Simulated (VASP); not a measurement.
# GaP: relaxation of cell and atoms with PBE

The system is GaP.

```
CELL_PARAMETERS angstrom
0.00000 2.72525 2.72525
2.72525 0.00000 2.72525
2.72525 2.72525 0.00000
ATOMIC_POSITIONS crystal
Ga 0.00000 0.00000 0.00000
P 0.75000 0.75000 0.75000
```

- Program: VASP 6.6.1
- Task: relaxation of cell and atoms
- Functional: PBE
- Potentials or basis: VASP PAW PBE potentials, release 64 (Ga_d, P)
- Cutoff: 600 eV
- k mesh: 8 × 8 × 8
- Occupations: fermi-dirac, width 0.05 eV
- Spin: no spin polarisation
- Further INCAR settings: ALGO = Fast; EDIFF = 1e-06; IBRION = 2; EDIFFG = -0.01; NSW = 60; ISIF = 3

```json
{"Relaxed volume": "20.86 Å³/atom", "Relaxed cell": "a = 3.893 Å, b = 3.893 Å, c = 3.893 Å, α = 60.00°, β = 60.00°, γ = 60.00°", "Space group after relaxing (to 0.05 Å)": "F-43m (No. 216)", "Energy gained by relaxing": "4.6 meV/atom", "Ionic steps": "3", "Pressure after relaxing": "0.0 GPa", "Band gap on the k mesh": "1.58 eV, direct"}
```

Step by step:
```tsv
step	energy change (eV)	largest force (eV/Å)	pressure (GPa)	volume (Å³)
1	0.0000	0.0000	2.43	40.48
2	-0.0073	0.0000	-0.99	42.30
3	-0.0092	0.0000	-0.01	41.72
```

Final structure:
```
CELL_PARAMETERS angstrom
0.00000 2.75282 2.75282
2.75282 0.00000 2.75282
2.75282 2.75282 0.00000
ATOMIC_POSITIONS crystal
Ga 0.00000 0.00000 0.00000
P 0.75000 0.75000 0.75000
```

Levels at points of the mesh, in eV from the valence-band top:
| k point | band 6 | band 7 | band 8 | band 9 | band 10 | band 11 | band 12 | band 13 |
| --- | --- | --- | --- | --- | --- | --- | --- | --- |
| (0.00, 0.00, 0.00) | -12.27 | 0.00 | 0.00 | 0.00 | 1.58 | 3.90 | 3.90 | 3.90 |
| (0.50, 0.00, 0.00) | -10.30 | -6.46 | -1.07 | -1.07 | 1.58 | 4.73 | 4.73 | 8.23 |
| (0.50, 0.50, 0.00) | -9.44 | -6.61 | -2.58 | -2.58 | 1.72 | 1.85 | 10.37 | 10.38 |

It took 27 s on 1 thread of Intel(R) Xeon(R) Platinum 8488C (Sapphire Rapids), with other jobs on the host, peak memory 0.19 GiB.

A k mesh can miss the band edges. Zero-point motion and thermal expansion aren't in these numbers.
